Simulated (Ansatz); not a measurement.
# Sb (R-3m) in Ansatz: further runs

One crystal, Sb, is run at these levels: PBE; tasks: single point.

Program: Ansatz 0.2.0. These are calculated values, not measurements. Logs are shortened: lines on timing, memory, paths and dates and some standing lists are left out, and cuts for length are marked.

## (1) The crystal as given

The structure is trigonal, space group R-3m (No. 166). Conventional cell: a = 4.308 Å, b = 4.308 Å, c = 11.274 Å, α = 90.00°, β = 90.00°, γ = 120.00°. Sb (site symmetry 3m) has 3 Sb at 2.91 Å as nearest neighbours.

## (2) Single point, PBE, 28.39 Å³/atom (volume scaled by 0.94)

The input, input.yaml:

```yaml
crystal:
  lattice:
    - [2.1102243954, 1.2183386227, 3.6812845966]
    - [-2.1102243954, 1.2183386227, 3.6812845966]
    - [0.0, -2.4366772455, 3.6812845966]
  atoms:
    - { symbol: Sb, position: [0.76651, 0.76651, 0.76651] }
    - { symbol: Sb, position: [0.23349, 0.23349, 0.23349] }
kpoints:
  mp_grid: { grid: [8, 8, 8] }
scf:
  occupations: { method: fermi_dirac, width: 0.05 }
hamiltonian:
  xc: pbe
  pseudopotentials: { kind: all_electron, lapw: { basis_error: 0.0005 } }
output:
  forces: true
  stress: true
  eigenvalues: true
```

Potentials or basis: all-electron LAPW, scalar-relativistic.

Run with:

```sh
ansatz run input.yaml --threads 1 --pin off --max-ram 2560MiB --backend cpu --events-out ev --progress --plain --runs-dir out
```

Standard output:

```text
Warning: RAYON_NUM_THREADS=1 ignored (pool sized by the plan → 1); use --threads N
LAPW: plane waves up to 8.289 Å⁻¹, error target 5.0e-4 eV per atom; small_component_spin mean_spin; Sb in spheres of 1.424 Å, 23 of its electrons in bands, Dirac shells [] (how accurate: hamiltonian.pseudopotentials.lapw.basis_error, Limitations)
Engine: ansatz 0.2.0, aarch64-unknown-linux-gnu
Pseudopotentials: kind: all_electron
Pseudopotential: Sb, LAPW, valence charge 23, lapw/all_electron/scalar/gaussian/Sb, Koelling and Harmon's equation, gaussian nucleus
Functional definition: PBE
  parameter kappa = 0.804
  parameter beta = 0.06672455060314922
  exchange = pbe_x(kappa = kappa, mu = beta*pi^2/3)
  correlation = pbe_c(beta = beta)
Crystal: 2 atoms, lattice volume = 56.787 Å³
Basis set: ecut = 261.7947231316181 eV, 549 PW (Γ), exchange–correlation at level 2
Bands: 28, of which v1, the nominal top of the filled ones, is band 23 counted from 1 (22 counted from 0)
Symmetry: 12 space group operations
Space group: R-3m (ITA 166), of the structure as read, at distance tolerance 3.8e-5 Å
k-points: 65 of 512
Non-local potential: Sb, projectors of the file, none
Initial density: superposition of atomic densities (chi_scale 0.1, normalization cell)
Initial wavefunctions: plane waves of lowest kinetic energy (no species holds an atomic orbital)
Functional: x = pbe(κ = 0.804, μ = 0.2195149727645171), c = pbe(β = 0.06672455060314922)
iter 1 solved again at ethr=1.87e-4 eV; its pass at ethr=1.00e-1 eV (dr2=8.62e-2 eV) is discarded
SCF iter   1: F=—  HF=-352736.259343 eV  |F-HF|=—  |Δ(HF+E_count)|=         —  Δρ=1.35e-2  dr2=8.73e-2  ethr=1.87e-4  ⟨swp⟩=3.0  Hψ=12050  notcnv=0
preconditioner: auto → Kerker (q_TF=auto, 2.634 Å⁻¹)  [metal: Δε(μ)=0.009 eV  Ē_g=9.797 eV  σ=0.050 eV  W_gap=0.04  n_scr=14 (ndim 8)  ℏωp=15.6 eV  f_vac=0.006  D(μ)=0.37/eV (n_scr^D=0)]
SCF iter   2: F=—  HF=-352736.257968 eV  |F-HF|=—  |Δ(HF+E_count)|=   1.38e-3  Δρ=9.28e-3  dr2=5.04e-2  ethr=1.87e-4  ⟨swp⟩=2.0  Hψ=5197  notcnv=0
SCF iter   3: F=—  HF=-352736.258777 eV  |F-HF|=—  |Δ(HF+E_count)|=   8.10e-4  Δρ=2.87e-3  dr2=7.14e-3  ethr=1.10e-4  ⟨swp⟩=2.0  Hψ=5187  notcnv=0
SCF iter   4: F=—  HF=-352736.257751 eV  |F-HF|=—  |Δ(HF+E_count)|=   1.03e-3  Δρ=1.25e-3  dr2=1.77e-3  ethr=1.55e-5  ⟨swp⟩=2.0  Hψ=5193  notcnv=0
SCF iter   5: F=—  HF=-352736.257971 eV  |F-HF|=—  |Δ(HF+E_count)|=         —  Δρ=5.03e-4  dr2=2.14e-4  ethr=3.85e-6  ⟨swp⟩=2.0  Hψ=5193  notcnv=0
the basis was enlarged: its passes take 261.2 KiB over the memory plan, 1 of 1 planned eigensolver slots
SCF iter   6: F=—  HF=-352736.258108 eV  |F-HF|=—  |Δ(HF+E_count)|=   1.36e-4  Δρ=2.23e-4  dr2=4.33e-5  ethr=4.65e-7  ⟨swp⟩=3.0  Hψ=5358  notcnv=0
iter 7 solved again at ethr=5.25e-9 eV; its pass at ethr=9.42e-8 eV (dr2=2.42e-6 eV) is discarded
SCF iter   7: F=—  HF=-352736.258122 eV  |F-HF|=—  |Δ(HF+E_count)|=   1.42e-5  Δρ=5.91e-5  dr2=2.41e-6  ethr=5.25e-9  ⟨swp⟩=2.0  Hψ=9152  notcnv=0
SCF iter   8: F=—  HF=-352736.258123 eV  |F-HF|=—  |Δ(HF+E_count)|=   6.43e-7  Δρ=1.49e-5  dr2=1.15e-7  ethr=5.24e-9  ⟨swp⟩=3.0  Hψ=5517  notcnv=0
SCF iter   9: F=-352736.258123 eV  HF=-352736.258123 eV  |F-HF|=2.50e-9  |Δ(HF+E_count)|=   7.16e-8  Δρ=4.75e-6  dr2=1.96e-8  ethr=2.50e-10  ⟨swp⟩=3.0  Hψ=5459  notcnv=0
SCF 1 converged in 9 iterations: F = -352736.258123 eV  dr2 = 1.96e-8
SCF converged after 9 iterations
Free energy (F): -352736.258123 eV
Harris-Foulkes:  -352736.258123 eV  (|F-HF|=2.50e-9)
Internal energy: -352736.255125 eV  (E = F + TS)
E sigma→0 (E₀):  -352736.256624 eV
Entropy (-TS):   -0.002997 eV (-1.499 meV/atom)
Fermi energy:    13.988388 eV
--- Per-component energies (eV) ---
  E_band       = -1756.649926
  E_kinetic    = 371749.512429
  E_xc         = -9288.735266
  E_electrostatic = -715197.032289  (all electrons and nuclei)
  E_smearing   = -0.002997  (= −TS)
  E_closure    = 0.000000  (closes the sum)
  E_atoms      = -352728.128962  (free atoms, spherical and without spin; not in F)
  Σ components = -352736.258123   (vs F -352736.258123, Δ=0.00e0)
  Basis errors (estimates in eV, not in F): energy 2.1e-4 per atom: plane waves 1.9e-4 (1.0e-4 summed), levels above the bands 5.6e-46, relativity 1.2e-8, radial functions 2.2e-5, core shells 8.2e-9; eigenvalues (radial functions only) 2.0e-7; not estimated: angular momenta, meshes, grids; target (lapw.basis_error) 5.0e-4; muffin-tin radii Sb 1.424 Å
--- Forces (eV/Å), atoms counted from 1 ---
  atom   1  Sb     0.00000000     0.00000000    -0.51550594
  atom   2  Sb    -0.00000000    -0.00000000     0.51550594
  max |Σ_I F_I| component: 5.78e-19 eV/Å
--- Stress (GPa, compression-positive) ---
        7.556007      -0.000000      -0.000000
       -0.000000       7.556007       0.000000
       -0.000000       0.000000       6.205420
  P = ⅓ Tr σ = 7.1058 GPa (71.058 kbar)
--- Band table (eV; the first three rows and the last of 65) ---
  k-point 0: bands = ["-130.7428", "-130.7418", "-83.7223", "-83.7223", "-83.7165", "-83.7165", "-83.7049", "-83.7005", "-15.7139", "-15.7139", "-15.6054", "-15.6054", "-15.5800", "-15.4651", "-15.4651", "-15.4623", "-15.3702", "-15.3702", "0.6431", "9.3964", "11.6406", "11.9531", "11.9531", "15.9867", "16.6734", "16.6734", "18.9677", "18.9677"]
  k-point 1: bands = ["-130.7428", "-130.7419", "-83.7223", "-83.7222", "-83.7167", "-83.7165", "-83.7046", "-83.7006", "-15.7063", "-15.7031", "-15.6017", "-15.5991", "-15.5751", "-15.4702", "-15.4696", "-15.4662", "-15.3811", "-15.3783", "0.8272", "8.4972", "11.6843", "11.9069", "12.3337", "15.9052", "16.2286", "16.2460", "18.3669", "18.8601"]
  k-point 2: bands = ["-130.7427", "-130.7420", "-83.7223", "-83.7218", "-83.7174", "-83.7165", "-83.7041", "-83.7010", "-15.6858", "-15.6726", "-15.5928", "-15.5815", "-15.5605", "-15.4873", "-15.4847", "-15.4729", "-15.4106", "-15.3998", "1.3749", "6.8341", "11.7052", "11.8257", "12.8373", "15.1804", "15.2849", "15.3400", "18.7733", "19.4214"]
  k-point 64: bands = ["-130.7428", "-130.7419", "-83.7219", "-83.7219", "-83.7169", "-83.7169", "-83.7042", "-83.7012", "-15.6532", "-15.6532", "-15.5823", "-15.5823", "-15.5545", "-15.4854", "-15.4822", "-15.4822", "-15.4366", "-15.4366", "2.3126", "4.5876", "12.4588", "12.4588", "13.5167", "13.9314", "13.9314", "15.1147", "21.0373", "22.9372"]
```

Run time: 23 s. Hardware: 1 thread of Arm Neoverse V1, shared host; peak memory 0.4 GiB.

Results:

```yaml
Free_energy: -352736.2581 eV
Pressure: 7.1 GPa
Largest_force: 0.516 eV/Å
Band_gap_on_the_k_mesh: none (metal or under the smearing width)
```

## (3) Single point, PBE, 29.00 Å³/atom (volume scaled by 0.96)

input.yaml, as its differences from that of step 2:

```diff
@@ -2,5 +2,5 @@
   lattice:
-    - [2.1102243954, 1.2183386227, 3.6812845966]
-    - [-2.1102243954, 1.2183386227, 3.6812845966]
-    - [0.0, -2.4366772455, 3.6812845966]
+    - [2.1250856202, 1.2269187549, 3.7072099901]
+    - [-2.1250856202, 1.2269187549, 3.7072099901]
+    - [0.0, -2.4538375098, 3.7072099901]
   atoms:
```

Potentials or basis: all-electron LAPW, scalar-relativistic.

Run with:

```sh
ansatz run input.yaml --threads 1 --pin off --max-ram 2560MiB --backend cpu --events-out ev --progress --plain --runs-dir out
```

Wall time 23 s (1 thread of Arm Neoverse V1, shared host); peak memory 0.4 GiB.

It converged, with:

| Item | Value |
| --- | --- |
| Free energy | -352736.3054 eV |
| Pressure | 5.5 GPa |
| Largest force | 0.389 eV/Å |
| Band gap on the k mesh | none (metal or under the smearing width) |

## (4) Single point, PBE, 29.60 Å³/atom (volume scaled by 0.98)

input.yaml, as its differences from that of step 3:

```diff
@@ -2,5 +2,5 @@
   lattice:
-    - [2.1250856202, 1.2269187549, 3.7072099901]
-    - [-2.1250856202, 1.2269187549, 3.7072099901]
-    - [0.0, -2.4538375098, 3.7072099901]
+    - [2.1397418462, 1.2353805309, 3.7327777635]
+    - [-2.1397418462, 1.2353805309, 3.7327777635]
+    - [0.0, -2.4707610619, 3.7327777635]
   atoms:
```

Run with:

```sh
ansatz run input.yaml --threads 1 --pin off --max-ram 2560MiB --backend cpu --events-out ev --progress --plain --runs-dir out
```

Run time: 23 s. Hardware: 1 thread of Arm Neoverse V1, shared host; peak memory 0.4 GiB.

It converged, with:

```yaml
Free_energy: -352736.3411 eV
Pressure: 4.0 GPa
Largest_force: 0.270 eV/Å
Band_gap_on_the_k_mesh: none (metal or under the smearing width)
```

## (5) Single point, PBE, 30.21 Å³/atom

input.yaml, as its differences from that of step 4:

```diff
@@ -2,5 +2,5 @@
   lattice:
-    - [2.1397418462, 1.2353805309, 3.7327777635]
-    - [-2.1397418462, 1.2353805309, 3.7327777635]
-    - [0.0, -2.4707610619, 3.7327777635]
+    - [2.1542, 1.2437279499, 3.758]
+    - [-2.1542, 1.2437279499, 3.758]
+    - [0.0, -2.4874558998, 3.758]
   atoms:
```

Run with:

```sh
ansatz run input.yaml --threads 1 --pin off --max-ram 2560MiB --backend cpu --events-out ev --progress --plain --runs-dir out
```

Wall time 23 s (1 thread of Arm Neoverse V1, shared host); peak memory 0.4 GiB.

Results (log left out):

- Free energy: -352736.3662 eV
- Pressure: 2.7 GPa
- Largest force: 0.159 eV/Å
- Band gap on the k mesh: none (metal or under the smearing width)

## (6) Single point, PBE, 30.81 Å³/atom (volume scaled by 1.02)

input.yaml, as its differences from that of step 5:

```diff
@@ -2,5 +2,5 @@
   lattice:
-    - [2.1542, 1.2437279499, 3.758]
-    - [-2.1542, 1.2437279499, 3.758]
-    - [0.0, -2.4874558998, 3.758]
+    - [2.1684666409, 1.2519647989, 3.7828881425]
+    - [-2.1684666409, 1.2519647989, 3.7828881425]
+    - [0.0, -2.5039295978, 3.7828881425]
   atoms:
```

Potentials or basis: all-electron LAPW, scalar-relativistic.

Run with:

```sh
ansatz run input.yaml --threads 1 --pin off --max-ram 2560MiB --backend cpu --events-out ev --progress --plain --runs-dir out
```

Run time: 23 s. Hardware: 1 thread of Arm Neoverse V1, shared host; peak memory 0.4 GiB.

Results (log left out):

* Free energy: -352736.3821 eV
* Pressure: 1.5 GPa
* Largest force: 0.056 eV/Å
* Band gap on the k mesh: none (metal or under the smearing width)

## (7) Single point, PBE, 31.41 Å³/atom (volume scaled by 1.04)

input.yaml, as its differences from that of step 6:

```diff
@@ -2,5 +2,5 @@
   lattice:
-    - [2.1684666409, 1.2519647989, 3.7828881425]
-    - [-2.1684666409, 1.2519647989, 3.7828881425]
-    - [0.0, -2.5039295978, 3.7828881425]
+    - [2.1825479877, 1.2600946682, 3.8074530396]
+    - [-2.1825479877, 1.2600946682, 3.8074530396]
+    - [0.0, -2.5201893365, 3.8074530396]
   atoms:
```

Run with:

```sh
ansatz run input.yaml --threads 1 --pin off --max-ram 2560MiB --backend cpu --events-out ev --progress --plain --runs-dir out
```

It took 23 s on 1 thread of Arm Neoverse V1, shared host; peak memory 0.4 GiB.

It converged, with:

- Free energy: -352736.3895 eV
- Pressure: 0.5 GPa
- Largest force: 0.040 eV/Å
- Band gap on the k mesh: none (metal or under the smearing width)

## (8) Single point, PBE, 32.02 Å³/atom (volume scaled by 1.06)

input.yaml, as its differences from that of step 7:

```diff
@@ -2,5 +2,5 @@
   lattice:
-    - [2.1825479877, 1.2600946682, 3.8074530396]
-    - [-2.1825479877, 1.2600946682, 3.8074530396]
-    - [0.0, -2.5201893365, 3.8074530396]
+    - [2.1964499421, 1.2681209653, 3.8317049867]
+    - [-2.1964499421, 1.2681209653, 3.8317049867]
+    - [0.0, -2.5362419306, 3.8317049867]
   atoms:
```

Run with:

```sh
ansatz run input.yaml --threads 1 --pin off --max-ram 2560MiB --backend cpu --events-out ev --progress --plain --runs-dir out
```

It took 23 s on 1 thread of Arm Neoverse V1, shared host; peak memory 0.4 GiB.

It converged, with:

```
Free energy            : -352736.3893 eV
Pressure               : -0.5 GPa
Largest force          : 0.129 eV/Å
Band gap on the k mesh : none (metal or under the smearing width)
```
